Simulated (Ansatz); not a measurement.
This Cu structure is the end of a relaxation. The cell was reached from a generator's guess, though it ends in a space group that the Crystallography Open Database lists for this formula.

Method: DFT PBE, scalar-relativistic, plane waves, PAW (Ansatz). Cutoff 420 eV, Γ-centred mesh, Gaussian smearing, no spin polarisation.

```
Cu
1.0
     0.00000    1.81466    1.81466
     1.81466    0.00000    1.81466
     1.81466    1.81466    0.00000
Cu
1
Direct
  0.00000 0.00000 0.00000
```

Energies count from the standard state of Cu at the same level.

(1) What space group does it have?

(2) How far does it lie from the standard state of Cu?

(3) Is it a metal?

Answers

(1) Fm-3m (No. 225), the fcc type. Conventional cell: a = 3.629 Å. Cu has 12 Cu at 2.57 Å.

(2) 0.00 eV/atom. It is level with the standard state within the noise.

(3) Yes, bands cross the Fermi level on the 30×30×30 mesh.

The last run used a 30×30×30 mesh for its 1-atom cell and Gaussian smearing of 0.10 eV. For metals, differences of a few meV/atom aren't resolved. This cell was reached by moving the atoms of another relaxed cell at random and relaxing again, last within the group found; it had no such test of its own.
